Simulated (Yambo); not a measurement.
## BeS: G0W0 quasiparticle levels with PBE

BeS:

```xyz
2
Lattice="0.0000 2.4250 2.4250 2.4250 0.0000 2.4250 2.4250 2.4250 0.0000" Properties=species:S:1:pos:R:3 pbc="T T T"
S     3.6375    3.6375    3.6375
Be    0.0000    0.0000    0.0000
```

```yaml
Program: Yambo 5.3.0
Task: G0W0 quasiparticle levels
Functional: PBE
Potentials_or_basis: PseudoDojo 0.4.1 SR PBE standard
Cutoff: 1197 eV
Density_cutoff: 4789 eV
k_mesh: 8 × 8 × 8
Occupations: fixed
Spin: no spin polarisation
k_mesh_of_the_self-consistent_run: 10 × 10 × 10
Random_integration_of_the_Coulomb_term: yes
Direction_of_the_field_or_of_q_to_0: x + y + z
Broadening: 0.1 eV
States_corrected: Γ and the k points of the band edges
Frequency_dependence_of_W: plasmon pole
Terminator_of_the_band_sum_in_the_self-energy: Bruneval-Gonze
Quasiparticle_equation: linearised (Newton)
Imaginary_frequency_of_the_plasmon-pole_fit: 27.2114 eV
Bands_in_the_response: 205
Bands_in_the_self-energy: 205
Cutoff_of_the_response_matrix: 6 Ry
Cutoff_of_exchange_and_Vxc: 25 Ry
Bands_corrected_first_last: "[3, 7]"
```

The band gap on the k mesh, mean-field level is 3.11 eV, indirect (least direct gap 5.66 eV). The quasiparticle gap is 4.38 eV and the least direct quasiparticle gap is 7.21 eV. The quasiparticle gap at Γ is 7.37 eV and the band gap of the same states before the correction is 3.11 eV.

Quasiparticle terms (eV):
```
                k point  band  Kohn-Sham level     Vxc      Σx     Σc     Z  result
  (0.000, 0.000, 0.000)     3             0.00  -13.71  -16.58   1.54  0.80   -1.07
  (0.000, 0.000, 0.000)     4             0.00  -13.71  -16.58   1.53  0.80   -1.08
  (0.000, 0.000, 0.000)     5             0.00  -13.71  -16.58   1.54  0.80   -1.07
  (0.000, 0.000, 0.000)     6             5.66  -10.96   -5.87  -4.31  0.81    6.30
  (0.000, 0.000, 0.000)     7             5.66  -10.96   -5.87  -4.31  0.81    6.30
(0.000, -0.500, -0.500)     3            -5.01  -11.99  -16.97   3.16  0.77   -6.42
(0.000, -0.500, -0.500)     4            -2.64  -12.55  -16.41   2.27  0.79   -3.89
(0.000, -0.500, -0.500)     5            -2.64  -12.55  -16.41   2.27  0.79   -3.90
(0.000, -0.500, -0.500)     6             3.11   -9.23   -5.19  -3.79  0.83    3.31
(0.000, -0.500, -0.500)     7             4.92  -10.44   -5.75  -4.05  0.82    5.44
```

Caveat: this version prints the column dSc/dw multiplied by 27.2; the terminator is approximate in this version, by hundredths of an eV. A k mesh can miss the band edges.
